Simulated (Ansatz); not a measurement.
The system is Re.

```
Re
1.0
     2.76080    0.00000    0.00000
    -1.38040    2.39092    0.00000
     0.00000    0.00000    4.45820
Re
2
Direct
  0.66667 0.33333 0.75000
  0.33333 0.66667 0.25000
```

```yaml
Program: Ansatz 0.2.0
Task: relaxation of cell and atoms
Functional: BLYP
Dispersion: D4
Potentials_or_basis: Ansatz PAW
Cutoff: "420 eV (not typed: the program's choice for these potentials)"
k_mesh: 11 × 11 × 6
Occupations: fermi-dirac, width 0.05 eV
Spin: no spin polarisation
```

At the start: volume 14.71 Å³/atom.

Q: Where does the relaxation end?

A: It ends after 4 steps and the volume is 14.92 Å³/atom (+1.4 %); space group P6_3/mmc (No. 194, to 0.05 Å).

The path:
| step | energy change (eV) | largest force (eV/Å) | volume (Å³) |
| --- | --- | --- | --- |
| 1 | 0.0000 | 0.0000 | 29.43 |
| 2 | -0.0065 | 0.0000 | 29.87 |
| 3 | -0.0066 | 0.0000 | 29.85 |
| 4 | -0.0069 | 0.0000 | 29.85 |

Final structure:
```yaml
crystal:
  lattice:
    - [2.77589, 0.00000, 0.00000]
    - [-1.38794, 2.40399, 0.00000]
    - [0.00000, 0.00000, 4.47292]
  atoms:
    - { symbol: Re, position: [0.66667, 0.33333, 0.75000] }
    - { symbol: Re, position: [0.33333, 0.66667, 0.25000] }
```

Caveat: the plane-wave basis is chosen anew once the cell has moved, so the energies of steps on either side of that aren't comparable; the PAW data sets come from PBE, with cores solved anew for the run's functional, which leaves a small shift of forces and pressure.
